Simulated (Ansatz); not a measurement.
The system is ZrN.

```
CELL_PARAMETERS angstrom
0.00000 2.30000 2.30000
2.30000 0.00000 2.30000
2.30000 2.30000 0.00000
ATOMIC_POSITIONS crystal
Zr 0.50000 0.50000 0.50000
N 0.00000 0.00000 0.00000
```

Program: Ansatz 0.2.0. Alike in all runs: potentials or basis all-electron LAPW, scalar-relativistic; no spin polarisation; cell as given; k mesh 10 × 10 × 10; basis error allowed 0.001 eV/atom.

Question: Order these runs on this cell by their pressure, lowest first.
A. level BLYP; cutoff (eV) 280; smearing fermi-dirac 0.05 eV
B. level RPBE; cutoff (eV) 281; smearing fermi-dirac 0.05 eV
C. level PBEsol; cutoff (eV) 281; smearing gaussian 0.1 eV

Answer: C (-7.8 GPa), B (3.0 GPa), A (7.5 GPa).

Runs at the PBE level aren't shown here.
